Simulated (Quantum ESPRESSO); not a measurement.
# Zr (Fm-3m) in Quantum ESPRESSO: equation of state

How stiff is Zr in PBE, and what volume does it want? The cell is scaled to several volumes.

All numbers are computed with Quantum ESPRESSO 7.5; they aren't measurements. Logs are shortened: lines on timing, memory, paths and dates and some standing lists are left out, and cuts for length are marked.

## 1. The structure

The structure is cubic, space group Fm-3m (No. 225). The conventional cell has a = 4.510 Å, b = 4.510 Å, c = 4.510 Å, α = 90.00°, β = 90.00°, γ = 90.00°. Zr (site symmetry m-3m) is surrounded by 12 Zr at 3.19 Å.

This isn't the form of Zr at room conditions, which is hcp.

## 2. Single point, PBE, 21.56 Å³/atom

Input file pw.in:

```
&CONTROL
  calculation = 'scf'
  prefix = 'pwscf'
  outdir = './tmp'
  pseudo_dir = './pseudo'
  tprnfor = .true.
  tstress = .true.
  disk_io = 'nowf'
/
&SYSTEM
  ibrav = 0
  nat = 1
  ntyp = 1
  ecutwfc = 55
  ecutrho = 440
  nbnd = 12
  occupations = 'smearing'
  smearing = 'fd'
  degauss = 0.00367493
/
&ELECTRONS
  conv_thr = 2d-10
  electron_maxstep = 120
  mixing_beta = 0.5
/
ATOMIC_SPECIES
Zr    91.2240 Zr_pbe_v1.uspp.F.UPF
CELL_PARAMETERS angstrom
   0.0000000000    2.2089666752    2.2089666752
   2.2089666752    0.0000000000    2.2089666752
   2.2089666752    2.2089666752    0.0000000000
ATOMIC_POSITIONS crystal
Zr     0.0000000000    0.0000000000    0.0000000000
K_POINTS automatic
10 10 10 0 0 0
```

Potentials or basis: SSSP 1.3 efficiency PBE.

Run with:

```console
$ OMP_NUM_THREADS=1 pw.x -in pw.in > pw.out
```

pw.out:

```text
This program is part of the open-source Quantum ESPRESSO suite
     for quantum simulation of materials; please cite
[... 6 lines left out ...]
     using ibrav=0 with symmetry is DISCOURAGED, use correct ibrav instead

     Subspace diagonalization in iterative solution of the eigenvalue problem:
     a serial algorithm will be used

     G-vector sticks info
     --------------------
     sticks:   dense  smooth     PW     G-vecs:    dense   smooth      PW
     Sum        1057     517    163                22659     7991    1459

     Using Slab Decomposition

     bravais-lattice index     =            0
     lattice parameter (alat)  =       5.9034  a.u.
     unit-cell volume          =     145.4769 (a.u.)^3
     number of atoms/cell      =            1
     number of atomic types    =            1
     number of electrons       =        12.00
     number of Kohn-Sham states=           12
     kinetic-energy cutoff     =      55.0000  Ry
     charge density cutoff     =     440.0000  Ry
     scf convergence threshold =      2.0E-10
     mixing beta               =       0.5000
     number of iterations used =            8  plain     mixing
     Exchange-correlation= SLA  PW   PBE  PBE
                           (   1   4   3   4   0   0   0)

     celldm(1)=   5.903411  celldm(2)=   0.000000  celldm(3)=   0.000000
     celldm(4)=   0.000000  celldm(5)=   0.000000  celldm(6)=   0.000000

     crystal axes: (cart. coord. in units of alat)
               a(1) = (   0.000000   0.707107   0.707107 )
               a(2) = (   0.707107   0.000000   0.707107 )
               a(3) = (   0.707107   0.707107   0.000000 )

     reciprocal axes: (cart. coord. in units 2 pi/alat)
               b(1) = ( -0.707107  0.707107  0.707107 )
               b(2) = (  0.707107 -0.707107  0.707107 )
               b(3) = (  0.707107  0.707107 -0.707107 )

     PseudoPot. # 1 for Zr read from file:
     Zr_pbe_v1.uspp.F.UPF
     Pseudo is Ultrasoft + core correction, Zval = 12.0
     Generated by new atomic code, or converted to UPF format
     Using radial grid of  887 points,  6 beta functions with:
                l(1) =   0
                l(2) =   0
                l(3) =   1
                l(4) =   1
                l(5) =   2
                l(6) =   2
     Q(r) pseudized with  6 coefficients,  rinner =    1.200   1.200   1.200
                                                       1.200   1.200

     atomic species   valence    mass     pseudopotential
     Zr               12.00    91.22400     Zr( 1.00)

     48 Sym. Ops., with inversion, found

   Cartesian axes

     site n.     atom                  positions (alat units)
         1        Zr     tau(   1) = (   0.0000000   0.0000000   0.0000000  )

     number of k points=    47  Fermi-Dirac smearing, width (Ry)=  0.0037
                       cart. coord. in units 2pi/alat
        k(    1) = (   0.0000000   0.0000000   0.0000000), wk =   0.0020000
        k(    2) = (   0.0707107   0.0707107  -0.0707107), wk =   0.0160000
        k(    3) = (   0.1414214   0.1414214  -0.1414214), wk =   0.0160000
        k(    4) = (   0.2121320   0.2121320  -0.2121320), wk =   0.0160000
        k(    5) = (   0.2828427   0.2828427  -0.2828427), wk =   0.0160000
        k(    6) = (  -0.3535534  -0.3535534   0.3535534), wk =   0.0080000
[... 39 lines left out ...]
        k(   46) = (  -0.0707107  -0.3535534   0.6363961), wk =   0.0480000
        k(   47) = (  -0.7071068   0.2828427   0.0000000), wk =   0.0240000

     Dense  grid:    22659 G-vectors     FFT dimensions: (  40,  40,  40)

     Smooth grid:     7991 G-vectors     FFT dimensions: (  27,  27,  27)

     Check: negative core charge=   -0.000001

     Initial potential from superposition of free atoms

     starting charge      11.9979, renormalised to      12.0000

     negative rho (up, down):  6.023E-02 0.000E+00
     Starting wfcs are   13 randomized atomic wfcs

     Self-consistent Calculation

     iteration #  1     ecut=    55.00 Ry     beta= 0.50
     Davidson diagonalization with overlap
     ethr =  1.00E-02,  avg # of iterations =  4.4

     Threshold (ethr) on eigenvalues was too large:
     Diagonalizing with lowered threshold

     Davidson diagonalization with overlap
     ethr =  1.06E-04,  avg # of iterations =  2.6

     negative rho (up, down):  6.072E-02 0.000E+00

     total energy              =     -99.14620617 Ry
     estimated scf accuracy    <       0.01335159 Ry

     iteration #  2     ecut=    55.00 Ry     beta= 0.50
     Davidson diagonalization with overlap
     ethr =  1.11E-04,  avg # of iterations =  1.9

     negative rho (up, down):  6.133E-02 0.000E+00

     total energy              =     -99.14771240 Ry
     estimated scf accuracy    <       0.00080093 Ry

     iteration #  3     ecut=    55.00 Ry     beta= 0.50
     Davidson diagonalization with overlap
     ethr =  6.67E-06,  avg # of iterations =  2.4
[... 24 lines left out ...]
     iteration #  6     ecut=    55.00 Ry     beta= 0.50
     Davidson diagonalization with overlap
     ethr =  2.00E-10,  avg # of iterations =  2.2

     negative rho (up, down):  6.163E-02 0.000E+00

     total energy              =     -99.14780618 Ry
     estimated scf accuracy    <          4.8E-10 Ry

     iteration #  7     ecut=    55.00 Ry     beta= 0.50
     Davidson diagonalization with overlap
     ethr =  3.96E-12,  avg # of iterations =  2.6

     negative rho (up, down):  6.163E-02 0.000E+00

     End of self-consistent calculation

          k = 0.0000 0.0000 0.0000 (   965 PWs)   bands (ev):

   -33.2160 -10.6179 -10.6179 -10.6179   9.6900  16.3506  16.3506  16.3506
    19.0144  19.0144  25.9872  30.4453

          k = 0.0707 0.0707-0.0707 (   968 PWs)   bands (ev):

   -33.1979 -10.7436 -10.6330 -10.6330  10.0359  16.0428  16.5067  16.5067
    18.8579  18.8579  26.7115  29.2511

          k = 0.1414 0.1414-0.1414 (   989 PWs)   bands (ev):

   -33.1502 -11.0628 -10.6726 -10.6726  10.9263  15.4920  16.7339  16.7339
    18.7807  18.7807  27.1220  28.9303

          k = 0.2121 0.2121-0.2121 (   995 PWs)   bands (ev):

   -33.0904 -11.4401 -10.7208 -10.7208  11.8467  15.4182  16.5708  16.5708
    19.4360  19.4360  25.9482  29.6476
[... 38 lines left out ...]
   -33.0230 -11.7570 -10.8660 -10.7746  12.5302  15.6381  16.3268  16.4408
    20.3137  21.5680  25.7070  27.0607

          k =-0.1414-0.2828 0.2828 (   998 PWs)   bands (ev):

   -33.0619 -11.5359 -10.8433 -10.7264  12.3404  15.3428  16.1373  16.6900
    19.0942  20.7854  26.3141  29.0629

          k =-0.0707-0.2121 0.2121 (   992 PWs)   bands (ev):

   -33.1182 -11.2076 -10.7860 -10.6743  11.5445  15.1704  16.5612  17.0066
    18.1528  19.7286  27.3362  29.6333

          k = 0.0000-0.1414 0.1414 (   989 PWs)   bands (ev):

   -33.1699 -10.9017 -10.7057 -10.6385  10.5728  15.6175  16.6969  16.7545
    18.3046  19.1170  27.7590  28.5891

          k = 0.2828 0.0000 0.0000 (   990 PWs)   bands (ev):

   -33.1284 -11.0462 -10.7700 -10.7700  11.3235  14.7888  17.1194  17.4645
    17.4645  19.6081  29.4347  29.7011

          k = 0.3536 0.0707-0.0707 (   999 PWs)   bands (ev):

   -33.0826 -11.2829 -10.8347 -10.8310  12.1025  14.3532  16.3482  17.8074
    18.5097  20.0560  28.7918  31.2715

          k = 0.4243 0.1414-0.1414 (  1005 PWs)   bands (ev):

   -33.0339 -11.5296 -10.9252 -10.8692  12.7967  14.3616  15.7895  17.6379
    20.1200  20.8423  27.1454  29.3195

          k =-0.2121-0.4950 0.4950 (  1006 PWs)   bands (ev):

   -33.0011 -11.6784 -11.0242 -10.8708  13.0999  14.5702  15.8833  17.3255
    21.1075  21.8899  25.3101  28.3889

          k =-0.1414-0.4243 0.4243 (  1004 PWs)   bands (ev):

   -32.9971 -11.6826 -11.0885 -10.8352  13.2903  14.6850  15.9424  17.1525
    20.3012  22.5971  25.3721  28.3680

          k =-0.0707-0.3536 0.3536 (  1002 PWs)   bands (ev):

   -33.0235 -11.5583 -11.0757 -10.7755  13.2836  15.0504  15.2835  17.2225
    19.0060  22.2556  26.7790  28.9305

          k = 0.0000-0.2828 0.2828 (   999 PWs)   bands (ev):

   -33.0699 -11.3783 -10.9599 -10.7139  12.5566  14.8608  15.8972  17.4989
    17.8888  21.0695  27.7573  30.6081

          k = 0.4243 0.0000 0.0000 (  1010 PWs)   bands (ev):

   -33.0492 -11.3964 -10.9032 -10.9032  12.3372  13.7921  16.6126  18.7958
    18.7958  20.2121  29.8934  29.8934

          k = 0.4950 0.0707-0.0707 (  1009 PWs)   bands (ev):

   -33.0106 -11.5520 -10.9915 -10.9505  12.5864  13.5601  16.6091  19.0276
    20.1645  20.8692  27.7089  28.8476

          k =-0.1414-0.5657 0.5657 (  1004 PWs)   bands (ev):

   -32.9816 -11.6225 -11.1387 -10.9557  12.8946  13.7677  16.3639  18.6770
    21.2249  22.2682  25.2235  28.8090
[... 8 lines left out ...]
   -32.9897 -11.5059 -11.3160 -10.8485  13.9259  14.3913  15.2854  17.8283
    19.4775  22.7530  26.9593  27.8409

          k = 0.5657 0.0000 0.0000 (  1006 PWs)   bands (ev):

   -32.9845 -11.6606 -11.0089 -11.0089  12.2651  13.1280  17.8289  20.4619
    20.4619  20.7695  27.2541  27.2541

          k =-0.0707-0.6364 0.6364 (  1001 PWs)   bands (ev):

   -32.9657 -11.7051 -11.0909 -11.0233  12.3103  13.1300  17.8588  20.2280
    21.3607  22.0164  25.4683  26.8476

          k = 0.0000-0.5657 0.5657 (  1011 PWs)   bands (ev):

   -32.9616 -11.6316 -11.2442 -10.9885  12.7218  13.5771  16.9809  19.4379
    20.9523  23.7800  24.0907  28.3281

          k =-0.7071 0.0000 0.0000 (   998 PWs)   bands (ev):

   -32.9597 -11.7575 -11.0488 -11.0488  12.0649  12.8980  18.8033  21.0037
    21.5670  21.5670  25.7447  25.7447

          k = 0.2828 0.1414 0.0000 (   992 PWs)   bands (ev):

   -33.1122 -11.1767 -10.8231 -10.7168  11.6680  14.8551  16.4971  17.5016
    17.8603  19.8652  28.3558  29.7605

          k = 0.3536 0.2121-0.0707 (  1002 PWs)   bands (ev):

   -33.0599 -11.4363 -10.9257 -10.7646  12.6039  14.7108  15.8048  17.4241
    18.7245  20.9650  27.4945  29.8213

          k =-0.2828-0.4243 0.5657 (  1001 PWs)   bands (ev):

   -33.0172 -11.6498 -10.9847 -10.8171  13.0207  14.9478  15.6752  17.0991
    20.0223  21.9789  26.0702  28.2411
[... 13 lines left out ...]
   -33.0015 -11.5727 -11.0874 -10.9122  13.2077  14.1185  15.5549  18.3164
    20.1074  22.1926  26.4263  28.9953

          k =-0.1414-0.4243 0.5657 (  1009 PWs)   bands (ev):

   -32.9812 -11.6126 -11.1931 -10.9239  13.5646  14.2111  15.6199  17.8906
    20.6312  23.3775  24.7340  29.0133

          k =-0.0707-0.3536 0.4950 (  1004 PWs)   bands (ev):

   -32.9873 -11.5714 -11.2302 -10.8848  13.9430  14.2273  15.2969  17.7835
    20.0021  22.9766  25.9398  28.4796

          k = 0.0000-0.2828 0.4243 (  1007 PWs)   bands (ev):

   -33.0175 -11.5123 -11.1248 -10.8196  13.5655  14.6288  14.9632  17.8924
    18.9544  22.3336  27.1227  29.3338

          k =-0.1414-0.5657 0.7071 (  1009 PWs)   bands (ev):

   -32.9819 -11.6295 -11.0780 -11.0014  12.6546  13.4503  16.7647  19.6532
    20.4739  22.0732  26.6082  27.2506

          k =-0.0707-0.4950 0.6364 (  1004 PWs)   bands (ev):

   -32.9654 -11.6043 -11.2242 -11.0130  12.9599  13.7771  16.3860  18.9524
    21.0904  23.6642  24.7940  27.4725

          k =-0.0000-0.4243 0.5657 (   998 PWs)   bands (ev):

   -32.9675 -11.4663 -11.4056 -10.9635  13.4886  14.2429  15.6658  18.2681
    20.6064  23.3957  25.8187  27.4201

          k =-0.7071 0.1414 0.0000 (  1004 PWs)   bands (ev):

   -32.9594 -11.6936 -11.1206 -11.0570  12.4403  13.2473  17.5732  19.9330
    21.5700  22.8086  25.7601  25.7610

          k =-0.1414-0.4243 0.7071 (  1003 PWs)   bands (ev):

   -32.9752 -11.5410 -11.2550 -10.9804  13.5386  14.3577  15.1721  18.4100
    20.5089  23.3367  26.4359  26.9385

          k =-0.0707-0.3536 0.6364 (  1012 PWs)   bands (ev):

   -32.9651 -11.4827 -11.3559 -11.0166  13.5985  14.6140  15.1080  18.0214
    21.0077  24.6391  24.6643  27.3846

          k =-0.7071 0.2828 0.0000 (  1006 PWs)   bands (ev):

   -32.9591 -11.5227 -11.3040 -11.0701  13.2456  14.2468  15.7650  18.2382
    21.5749  24.5147  25.5283  25.8670

     the Fermi energy is    15.3540 ev

!    total energy              =     -99.14780618 Ry
     estimated scf accuracy    <          1.3E-11 Ry
     smearing contrib. (-TS)   =      -0.00084176 Ry
     internal energy E=F+TS    =     -99.14696442 Ry

     The total energy is F=E-TS. E is the sum of the following terms:
     one-electron contribution =     -15.05916526 Ry
     hartree contribution      =      12.83633756 Ry
     xc contribution           =     -17.84339379 Ry
     ewald contribution        =     -79.08074293 Ry

     convergence has been achieved in   7 iterations

     negative rho (up, down):  6.163E-02 0.000E+00

     Forces acting on atoms (cartesian axes, Ry/au):

     atom    1 type  1   force =     0.00000000    0.00000000    0.00000000

     Total force =     0.000000     Total SCF correction =     0.000000

     Computing stress (Cartesian axis) and pressure

     negative rho (up, down):  6.163E-02 0.000E+00
          total   stress  (Ry/bohr**3)                   (kbar)     P=       75.32
   0.00051202  -0.00000000  -0.00000000           75.32       -0.00       -0.00
  -0.00000000   0.00051202  -0.00000000           -0.00       75.32       -0.00
  -0.00000000  -0.00000000   0.00051202           -0.00       -0.00       75.32

=------------------------------------------------------------------------------=
   JOB DONE.
=------------------------------------------------------------------------------=
```

It took 7.8 s on 1 thread of Intel Xeon 6975P-C (Granite Rapids), shared host; peak memory 0.13 GiB.

What came out:

```yaml
Free_energy: -1348.9746 eV
Pressure: 7.5 GPa
Band_gap_on_the_k_mesh: none (metal or under the smearing width)
```

## 3. Single point, PBE, 22.02 Å³/atom

Edit pw.in of step 2 so:

```diff
@@ -28,5 +28,5 @@
 CELL_PARAMETERS angstrom
-   0.0000000000    2.2089666752    2.2089666752
-   2.2089666752    0.0000000000    2.2089666752
-   2.2089666752    2.2089666752    0.0000000000
+   0.0000000000    2.2245232910    2.2245232910
+   2.2245232910    0.0000000000    2.2245232910
+   2.2245232910    2.2245232910    0.0000000000
 ATOMIC_POSITIONS crystal
```

Potentials or basis: SSSP 1.3 efficiency PBE.

Run with:

```console
$ OMP_NUM_THREADS=1 pw.x -in pw.in > pw.out
```

Wall time 7.1 s (1 thread of Intel Xeon 6975P-C (Granite Rapids), shared host); peak memory 0.14 GiB.

It converged, with:

* Free energy: -1348.9929 eV
* Pressure: 5.2 GPa
* Band gap on the k mesh: none (metal or under the smearing width)

## 4. Single point, PBE, 22.47 Å³/atom

Edit pw.in of step 3 so:

```diff
@@ -28,5 +28,5 @@
 CELL_PARAMETERS angstrom
-   0.0000000000    2.2245232910    2.2245232910
-   2.2245232910    0.0000000000    2.2245232910
-   2.2245232910    2.2245232910    0.0000000000
+   0.0000000000    2.2398653158    2.2398653158
+   2.2398653158    0.0000000000    2.2398653158
+   2.2398653158    2.2398653158    0.0000000000
 ATOMIC_POSITIONS crystal
```

Run with:

```console
$ OMP_NUM_THREADS=1 pw.x -in pw.in > pw.out
```

Wall time 8.1 s (1 thread of Intel Xeon 6975P-C (Granite Rapids), shared host); peak memory 0.14 GiB.

The run converged. Its results:

```yaml
Free_energy: -1349.0049 eV
Pressure: 3.1 GPa
Band_gap_on_the_k_mesh: none (metal or under the smearing width)
```

(Part 1 of 2 ends here.)
